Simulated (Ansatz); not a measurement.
Runs of Ansatz 0.2.0 on La. Symmetry: Im-3m, No. 229, cubic system. Conventional cell: a = 4.248 Å, b = 4.248 Å, c = 4.248 Å, α = 90.00°, β = 90.00°, γ = 90.00°. La (site symmetry m-3m) is surrounded by 8 La at 3.68 Å. This isn't the form of La at room conditions, which is double hcp.

| task | level | potentials or basis | spin | U | cell | k mesh | cutoff (eV) | smearing | driver | hubbard projectors | double counting | q mesh | points for each segment of the path | other keys | gap on the mesh (eV) | pressure (GPa) |
| --- | --- | --- | --- | --- | --- | --- | --- | --- | --- | --- | --- | --- | --- | --- | --- | --- |
| single point | r2SCAN+D3(BJ)+U | Ansatz PAW | SOC, no magnetisation | La f U = 7 eV | as given | 9 × 9 × 9 | 500 | fermi-dirac 0.01 eV | chain | all-electron-atomic | fll (the default) | - | - | - | none | 1.6 |
| phonons | PBE | SSSP efficiency PAW | off | - | volume scaled by 1.08 | 8 × 8 × 8 | 544 | fermi-dirac 0.05 eV | chain | - | - | 4 × 4 × 4 | 8 | hamiltonian.xc = pbe | none | - |
| density of states | PBEsol+D3(BJ)+ATM | PseudoDojo standard | SOC, no magnetisation | - | as given | 6 × 6 × 6 | 1497 | cold 0.05 eV | chain | - | - | - | - | - | none | -3.6 |
| atomic charges | r2SCAN | PseudoDojo standard | collinear, ferromagnetic start | - | as given | 9 × 9 × 9 | 1497 | fermi-dirac 0.025 eV | chain | - | - | - | - | - | none | -0.2 |
| density of states | r2SCAN | SSSP precision PAW | off | - | as given | 9 × 9 × 9 | 544 | cold 0.025 eV | chain | - | - | - | - | - | none | -0.2 |
| projected density of states | PBE+D4+U | JTH PAW | off | La f U = 8 eV | as given | 9 × 9 × 9 | 840 | gaussian 0.15 eV | chain | atomic | fll (the default) | - | - | - | none | (a) |
| density of states | r2SCAN | SSSP precision PAW | off | - | as given | 9 × 9 × 9 | 544 | cold 0.025 eV | - | - | - | - | - | - | none | -0.2 |

**Question.** Estimate the missing entries.

**Answer.** (a) 1.2.

Caveats: the magnetic or orbital state may not be the lowest (some runs); pairwise dispersion overbinds metals, which lowers pressure and volume (some runs); the PAW data sets were made with another functional, which shifts forces and pressure a little (some runs); U without spin polarisation on a metal has little footing (some runs); the U is typed as a test and isn't derived for this compound (some runs); the dispersion damping was fitted for another functional or another form of the correction (some runs); some modes are imaginary (some runs).

A k mesh can miss the band edges, and rows without SOC leave out spin-orbit coupling on La.

A gap of «none» marks a metal or a gap under the smearing width.
